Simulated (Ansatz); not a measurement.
# C: the cost of one run

Program: Ansatz 0.2.0. Level of theory: DFT PBE+D3(BJ), scalar-relativistic, plane waves, PAW. These are calculated values, not measurements.

## (1) The system as given

Symmetry: P-3m1, No. 164, trigonal system. The conventional cell has a = 2.460 Å, b = 2.460 Å, c = 20.367 Å, α = 90.00°, β = 90.00°, γ = 120.00°. C (site symmetry 3m) is surrounded by 3 C at 1.42 Å.

Structure file:

```
CELL_PARAMETERS angstrom
2.46000 0.00000 0.00000
-1.23000 2.13042 0.00000
0.00000 0.00000 20.36730
ATOMIC_POSITIONS crystal
C 0.00000 0.00000 0.41734
C 0.66667 0.33333 0.41788
C 0.66667 0.33333 0.58212
C 0.33333 0.66667 0.58266
```

Two layers cut from the bulk, bulk lattice in the plane.

## (2) Relaxing the atoms

The input, input.yaml:

```yaml
crystal:
  lattice:
    - [2.45999892, 0.0, 0.0]
    - [-1.22999946, 2.13042156, 0.0]
    - [0.0, 0.0, 20.3673001571]
  atoms:
    - { symbol: C, position: [0.0, 0.0, 0.4173356279] }
    - { symbol: C, position: [0.66666667, 0.33333333, 0.4178830789] }
    - { symbol: C, position: [0.66666667, 0.33333333, 0.5821169211] }
    - { symbol: C, position: [0.33333333, 0.66666667, 0.5826643721] }
basis:
  ecutwfc: 420
  fft_grid_basis: typed
kpoints:
  mp_grid: { grid: [12, 12, 1] }
hamiltonian:
  xc: pbe
  dispersion: d3bj
scf:
  occupations: { method: gaussian, width: 0.05 }
output:
  forces: true
  eigenvalues: true
efield:
  axis: 3
  dipole_correction: true
  ramp_width: 0.04
relax:
  adjacent_minimum: "off"
  f_tol: 0.04
  max_steps: 40
```

On the command line:

```
ansatz run input.yaml --threads 1 --pin off --max-ram 2211MiB --backend cpu --events-out ev --progress --plain --runs-dir out
```

**Question.** How long does this run take on 1 thread of Intel Xeon Platinum 8488C (Sapphire Rapids), shared host, and how much memory does it need?

About 7.3 s, with a peak of 0.41 GiB.
